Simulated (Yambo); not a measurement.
# InP (F-43m) in Yambo: a series of runs, part 2 of 2

Yambo 5.3.0. Earlier steps stand in the parts before.

## 5. Optical spectrum, PBE

optics9.in reads:

```
optics
chi
Chimod= "HARTREE"
% BndsRnXd
 1 | 34 |
%
NGsBlkXd= 3 Ry
% LongDrXd
 1 | 0 | 0 |
%
% QpntsRXd
 1 | 1 |
%
% EnRngeXd
 0 | 10 | eV
%
% DmRngeXd
 0.1 | 0.1 | eV
%
ETStpsXd= 150
% XfnQP_E
 0.26 | 1.0 | 1.0 |
%
```

scf.in reads:

```
&CONTROL
  calculation = 'scf'
  prefix = 'pwscf'
  outdir = './tmp'
  pseudo_dir = './pseudo'
/
&SYSTEM
  ibrav = 0
  nat = 2
  ntyp = 2
  ecutwfc = 70
  nbnd = 15
  occupations = 'smearing'
  smearing = 'fd'
  degauss = 0.00367493
  force_symmorphic = .true.
/
&ELECTRONS
  conv_thr = 4d-10
  electron_maxstep = 120
  mixing_beta = 0.5
/
ATOMIC_SPECIES
In   114.8180 In.upf
P     30.9738 P.upf
CELL_PARAMETERS angstrom
   0.0000000000    2.9305000000    2.9305000000
   2.9305000000    0.0000000000    2.9305000000
   2.9305000000    2.9305000000    0.0000000000
ATOMIC_POSITIONS crystal
In     0.0000000000    0.0000000000    0.0000000000
P      0.7500000000    0.7500000000    0.7500000000
K_POINTS automatic
8 8 8 0 0 0
```

nscf.in reads:

```
&CONTROL
  calculation = 'nscf'
  prefix = 'pwscf'
  outdir = './tmp'
  pseudo_dir = './pseudo'
/
&SYSTEM
  ibrav = 0
  nat = 2
  ntyp = 2
  ecutwfc = 70
  nbnd = 109
  occupations = 'fixed'
  force_symmorphic = .true.
/
&ELECTRONS
  conv_thr = 1d-08
  diago_full_acc = .true.
  diago_thr_init = 1d-06
/
ATOMIC_SPECIES
In   114.8180 In.upf
P     30.9738 P.upf
CELL_PARAMETERS angstrom
   0.0000000000    2.9305000000    2.9305000000
   2.9305000000    0.0000000000    2.9305000000
   2.9305000000    2.9305000000    0.0000000000
ATOMIC_POSITIONS crystal
In     0.0000000000    0.0000000000    0.0000000000
P      0.7500000000    0.7500000000    0.7500000000
K_POINTS automatic
6 6 6 0 0 0
```

Potentials or basis: PseudoDojo 0.4.1 SR PBE standard.

Started as:

```console
$ OMP_NUM_THREADS=1 pw.x -in scf.in > scf.out
$ OMP_NUM_THREADS=1 pw.x -in nscf.in > nscf.out
$ cd tmp/pwscf.save; p2y; mv SAVE ../..; cd ../..
$ OMP_NUM_THREADS=1 yambo
$ OMP_NUM_THREADS=1 yambo -F optics9.in -J optics9 -C optics9_out
```

Yambo's report:

```text
[... sections 02.01 to 02.04 as in the set-up run ...]

  [02.05] Energies & Occupations
  ==============================

  [X] === General ===
  [X] Electronic Temperature                        :  0.000000  0.000000 [eV K]
  [X] Bosonic    Temperature                        :  0.000000  0.000000 [eV K]
  [X] Finite Temperature mode                       : no
  [X] El. density                                   :  0.35762E+24 [cm-3]
  [X] Fermi Level                                   :  7.141852 [eV]

  [X] === Gaps and Widths ===
  [X] Conduction Band Min                           :  0.711354 [eV]
  [X] Valence Band Max                              :  0.000000 [eV]
  [X] Filled Bands                                  :   9
  [X] Empty Bands                                   :   10  109
  [X] Direct Gap                                    :  0.711354 [eV]
  [X] Direct Gap localized at k                     :  1
  [X] Indirect Gap                                  :  0.711354 [eV]
  [X] Indirect Gap between kpts                     :  1  1
  [X] Last valence band width                       :  2.779553 [eV]
  [X] 1st conduction band width                     :  2.945687 [eV]

 [03] Transferred momenta grid and indexing
 ==========================================

 IBZ Q-points                                      :  16
 BZ  Q-points                                      :  216

 K/Q-points units:
 rlu = crystal or reduced units; cc = cartesian coordinates; iku = interal k-units

 Q [ 1]         [rlu]:  0.000000  0.000000  0.000000
 Q [ 2]         [rlu]: -0.14276E-17 -0.14276E-17  0.16667
 Q [ 3]         [rlu]: -0.28552E-17 -0.28552E-17  0.33333
 Q [ 4]         [rlu]: -0.10839E-15 -0.52875E-16 -0.50000
 Q [ 5]         [rlu]:  0.58249E-19  0.16667      0.16667
 Q [ 6]         [rlu]:  0.10804E-16  0.16667      0.33333
 Q [ 7]         [rlu]:  0.83704E-16  0.16667      0.50000
 Q [ 8]         [rlu]: -0.10534E-16  0.16667     -0.33333
 Q [ 9]         [rlu]:  0.28552E-17  0.16667     -0.16667
 Q [10]         [rlu]:  0.11650E-18  0.33333      0.33333
 Q [11]         [rlu]:  0.25727E-17  0.33333      0.50000
 Q [12]         [rlu]:  0.57104E-17  0.33333     -0.33333
 Q [13]         [rlu]: -0.17475E-18 -0.50000     -0.50000
[... 21 lines left out ...]
  [X+QP] === Gaps and Widths ===
  [X+QP] Conduction Band Min                        :  0.971354 [eV]
  [X+QP] Valence Band Max                           :  0.000000 [eV]
  [X+QP] Filled Bands                               :   9
  [X+QP] Empty Bands                                :   10  109
  [X+QP] Direct Gap                                 :  0.971354 [eV]
  [X+QP] Direct Gap localized at k                  :  1
  [X+QP] Indirect Gap                               :  0.971354 [eV]
  [X+QP] Indirect Gap between kpts                  :  1  1
  [X+QP] Last valence band width                    :  2.779553 [eV]
  [X+QP] 1st conduction band width                  :  2.945687 [eV]

  [coarse-grid] Minimum Bare Gap        [ev]:  0.711354
  [coarse-grid] Minimum Gap Correction  [ev]:  0.260000

  Eqp @ K [ 1]
   -14.239      -14.239      -14.239      -14.090      -14.090      -11.518     -0.10459E-10 -0.10157E-10
   0.000000  0.971354  4.352526  4.352526  4.352526  8.848144  9.675209  9.675209
   11.50101  11.50101  11.50101  14.18995  21.92943  21.92943  21.92943  24.38268
  Eqp @ K [ 2]
  -14.27060 -14.22711 -14.22711 -14.08999 -14.08999 -11.20588  -2.18376  -0.30385
  -0.303849  2.064220  4.762713  4.791338  4.791338  8.868517  8.868517  9.768389
   11.19433  13.37799  13.37799  16.26563  19.15710  19.31343  19.31343  23.63033
  Eqp @ K [ 3]
  -14.32855 -14.20762 -14.20762 -14.08347 -14.08347 -10.40036  -4.56518  -0.77496
  -0.774960  1.916085  5.128782  5.128782  6.548872  9.179819  9.357432  9.357432
   14.10876  15.30636  15.30636  15.81840  16.83500  16.83500  20.25917  23.47059
  Eqp @ K [ 4]
  -14.35581 -14.20110 -14.20110 -14.07680 -14.07680  -9.80000  -5.73018  -0.96966
   -0.96966   1.75946   5.06818   5.06818   7.38394   9.76425  10.90776  10.90776
   12.61417  12.95292  12.95292  18.46616  19.71021  19.71021  20.91620  21.45805
[... 34 lines left out ...]
   -2.31800   2.02440   2.52599   9.49494   9.84194   9.84194  11.06353  12.07149
   12.07149  13.76487  16.29533  16.67231  18.88941  18.88941  19.28999  19.84334
  Eqp @ K [14]
  -14.36913 -14.18550 -14.16728 -14.10957 -14.07228  -9.77277  -4.88550  -2.70325
   -1.71268   3.81542   4.05777   5.33649   7.76435   8.61112  11.35935  12.00683
   13.01346  14.03362  14.94071  16.89787  17.77749  18.65912  19.82833  20.63006
  Eqp @ K [15]
  -14.37866 -14.18598 -14.15672 -14.10394 -14.07708  -9.29350  -5.51159  -3.09514
   -2.07475   3.91704   4.54451   5.97391   7.70096   8.46558  11.38198  11.81298
   13.18597  14.74482  15.56911  16.74756  17.86987  19.30892  19.88490  21.59375
  Eqp @ K [16]
  -14.39790 -14.16773 -14.14432 -14.11789 -14.06878  -9.08968  -5.64017  -2.80545
   -2.77955   3.54603   3.88499   7.06330   7.34555  10.37612  11.48195  12.23005
   12.32378  15.09089  16.20009  17.31684  18.00907  18.12199  18.42282  20.08990

 [05] Dipoles
 ============

  [05.01] Setup: observables and procedures
  =========================================

  [WF-Oscillators/G space/Transverse up loader] Normalization (few states)  min/max  :  0.77579E-17   1.0000

  [WR./optics9//ndb.dipoles]------------------------------------------------------
   Brillouin Zone Q/K grids (IBZ/BZ)                :   16  216   16  216
   RL vectors                                       :   4279 [WF]
   Fragmentation                                    : yes
   Electronic Temperature                           :  0.000000 [K]
   Bosonic    Temperature                           :  0.000000 [K]
   DIP band range                                   :    1   34
   DIP band range limits                            :   9  10
   DIP e/h energy range                             : -1.000000 -1.000000 [eV]
   RL vectors in the sum                            :   4279
   [r,Vnl] included                                 : yes
   Bands ordered                                    : yes
   Direct v evaluation                              : no
   Approach used                                    : G-space v
   Dipoles computed                                 : R V P [G-space]
   Wavefunctions                                    : Perdew, Burke & Ernzerhof(X)+Perdew, Burke & Ernzerhof(C)

  [WARNING] [r,Vnl^pseudo] included in position and velocity dipoles.

  [WARNING] In case H contains other non local terms, these are neglected

 [06] Optics
 ===========

 [X-CG] R(p) Tot o/o(of R):    2758   48600     100
```

Wall time 96 s (1 thread of Arm Neoverse V1, shared host); peak memory 0.36 GiB.

Results:

```yaml
Band_gap_on_the_k_mesh_mean-field_level: 0.71 eV, direct
Electronic_dielectric_constant_along_the_field: 16.61
Electronic_dielectric_constant_along_the_field_independent_particles: 17.56
```

Dielectric function (along the field direction of the input):
| energy (eV) | real part | imaginary part |
| --- | --- | --- |
| 0.27 | 17.13 | 1.03 |
| 0.60 | 20.23 | 2.42 |
| 0.94 | 22.21 | 26.92 |
| 1.28 | 4.59 | 3.49 |
| 1.61 | 10.25 | 1.48 |
| 1.95 | 14.72 | 1.96 |
| 2.28 | 23.42 | 11.50 |
| 2.62 | 16.59 | 17.14 |
| 2.95 | -0.27 | 5.45 |
| 3.29 | 10.18 | 5.57 |
| 3.62 | 9.42 | 4.70 |
| 3.96 | 17.03 | 14.51 |
| 4.30 | 5.19 | 30.74 |
| 4.63 | -13.91 | 19.31 |
| 4.97 | -3.28 | 6.97 |
| 5.30 | -2.16 | 4.65 |
| 5.64 | -2.09 | 6.19 |
| 5.97 | 0.58 | 10.23 |
| 6.31 | -1.36 | 4.68 |
| 6.64 | -0.83 | 8.12 |
| 6.98 | -4.08 | 5.29 |
| 7.32 | -2.87 | 5.65 |
| 7.65 | -3.46 | 4.00 |
| 7.99 | -2.33 | 3.22 |
| 8.32 | -3.28 | 2.17 |
| 8.66 | -2.22 | 1.29 |
| 8.99 | -1.14 | 1.47 |
| 9.33 | -2.48 | 1.42 |
| 9.66 | -0.91 | 1.11 |
| 10.00 | -1.09 | 1.49 |

Caveat: the scissor is the correction of the direct gap in an earlier G0W0 run on the same states; spectra need much finer meshes, so this one isn't converged; these spectra lack excitons; spin-orbit coupling is left out, which moves the levels of the heavy elements.

## 6. The runs side by side

| task | random integration of the Coulomb term | states corrected | cutoff of exchange and Vxc | bands corrected (first, last) | direction of the field or of q to 0 | other keys | gap on the mesh (eV) |
| --- | --- | --- | --- | --- | --- | --- | --- |
| Hartree-Fock levels | yes | Γ and the k points of the band edges | 70 Ry | [7, 11] | - | - | - |
| G0W0 quasiparticle levels | yes | Γ and the k points of the band edges | 70 Ry | [9, 10] | x + y + z | several, not listed | - |
| optical spectrum | - | - | - | - | x + y + z | - | 0.71 |
| optical spectrum | - | - | - | - | x | - | 0.71 |

Alike in all rows: level PBE; potentials or basis PseudoDojo 0.4.1 SR PBE standard; no spin polarisation; cell as given; k mesh 6 × 6 × 6; cutoff (eV) 952; smearing fixed.

Caveats: spin-orbit coupling is left out, which moves the levels of the heavy elements; the potentials hold a filled d shell without the s and p states of that shell, which can shift GW gaps by tenths of an eV, either way (some runs); spectra need much finer meshes, so this one isn't converged (some runs); this version prints the column dSc/dw multiplied by 27.2 (some runs); Vxc holds the model core while the exchange holds valence states alone, which moves gaps by tenths of an eV (some runs); independent-particle spectra lack excitons (some runs); the scissor is the correction of the direct gap in an earlier G0W0 run on the same states (some runs).

Total energies depend on the potentials used, so only differences within one code and one set of settings carry meaning.

## 7. Against experiment

Step 2. Measured gap of InP: 1.4236 eV (direct; 1.6 K; a printed reference work, data compilation). This calculation gives 5.58 eV (+4.16 eV). So large a miss can be the level of theory's own, or it may mean another phase, state or a wrong row. Spin-orbit coupling on In is left out. The value is that of Hartree-Fock on PBE, without temperature or zero-point motion.

Step 4. Against the measured gap of InP, 1.4236 eV (direct; 1.6 K; a printed reference work, data compilation), the calculated 0.71 eV is off by -0.71 eV. Spin-orbit coupling on In is left out. The value is that of PBE on a finite k mesh, which can miss the band edges, without temperature or zero-point motion. Semilocal functionals fall short of measured gaps as a rule.

Step 5. Measured gap of InP: 1.4236 eV (direct; 1.6 K; a printed reference work, data compilation). This calculation gives 0.71 eV (-0.71 eV). Spin-orbit coupling on In is left out. The value is that of PBE on a finite k mesh, which can miss the band edges, without temperature or zero-point motion. Semilocal functionals fall short of measured gaps as a rule.
